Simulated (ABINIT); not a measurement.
A run of ABINIT 10.8.3 (patched build) is set up as follows.

The input run.abi:

```
# Datasets: ground state, then fixed potential
ndtset 2

# Pseudopotentials
pp_dirpath "./"
pseudos "Pb.LDA_PW-JTH.xml, Cs.LDA_PW-JTH.xml, Br.LDA_PW-JTH.xml"

# Structure
acell 11.0926923516 11.0926923516 11.0926923516
rprim
     1.0000000000     0.0000000000     0.0000000000
     0.0000000000     1.0000000000     0.0000000000
     0.0000000000     0.0000000000     1.0000000000
ntypat 3
znucl 82 55 35
natom 5
typat 1 2 3 3 3
xcart
     5.5463461758     5.5463461758     5.5463461758
     0.0000000000     0.0000000000     0.0000000000
     5.5463461758     5.5463461758     0.0000000000
     5.5463461758     0.0000000000     5.5463461758
     0.0000000000     5.5463461758     5.5463461758

# Plane-wave basis
ecut 843.552974 eV
pawecutdg 53.0

# Exchange and correlation
ixc -208012
usekden 1
pawxcdev 0

# Bands and occupations
occopt 3
tsmear 0.05 eV

# SCF cycle
nstep 100
diemix 0.3
optforces 0
optstress 0

# Output
iomode 3
prtwf 0
prteig 0
prtebands 0
prtden1 1
prtkden1 1

# Dataset 1
kptopt1 1
ngkpt1 3 3 3
nshiftk1 1
shiftk1 0.0 0.0 0.0
nband1 27
tolvrs1 1.0e-7

# Dataset 2: bands along G-X-M-G-R-X
iscf2 -2
getden2 1
getkden2 1
nband2 33
nbdbuf2 4
tolwfr2 1.0e-11
kptopt2 -5
ndivsm2 5
prteig2 1
kptbounds2
     0.0000000000     0.0000000000     0.0000000000
     0.0000000000     0.5000000000     0.0000000000
     0.5000000000     0.5000000000     0.0000000000
     0.0000000000     0.0000000000     0.0000000000
     0.5000000000     0.5000000000     0.5000000000
     0.0000000000     0.5000000000     0.0000000000
```

Potentials or basis: JTH PAW LDA v2.0.

Run with:

```bash
$ mpirun --bind-to none -np 4 abinit run.abi > log 2>&1
```

(1) Estimate the band gap on the k mesh.

(2) Predict the band gap along the path.

## Answers

(1) 4.48 eV, direct.

(2) 2.23 eV, direct.

Caveat: the constant c of TB-mBJ comes from the pseudo density here, which moves gaps by up to 0.3 eV between sets of potentials; spin-orbit coupling is left out, which as a rule narrows the gap of such compounds by several tenths of an eV; the mesh misses the band edges, which the band path finds closer together.
